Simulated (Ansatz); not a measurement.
The system is LiH.

```
Li H
1.0
     0.00000    2.03675    2.03675
     2.03675    0.00000    2.03675
     2.03675    2.03675    0.00000
Li H
1 1
Direct
  0.00000 0.00000 0.00000
  0.50000 0.50000 0.50000
```

Base run:

- Program: Ansatz 0.2.0
- Functional: PBEsol
- Potentials or basis: all-electron PAW datasets made for the crystal
- Cutoff: 200 eV (chosen from the basis error)
- k mesh: 8 × 8 × 8
- Occupations: fermi-dirac, width 0.05 eV
- Spin: no spin polarisation

Its results: band gap on the k mesh 2.79 eV, direct; pressure -2.4 GPa.

Problem. The run is repeated on the same cell with these changes: functional from PBEsol to HSE06; cutoff from 200 eV (chosen from the basis error) to 220 eV (chosen from the basis error). What comes out?

Solution. Band gap on the k mesh 4.00 eV, direct; pressure -2.2 GPa.

HSE06 gives the wider gap, since exact exchange removes part of the self-interaction.

Caveats: the program warned that the printed levels may be off, so bands, gaps and densities of states are rough (some runs).

A k mesh can miss the band edges.

The runs don't all hold the same shells in valence.
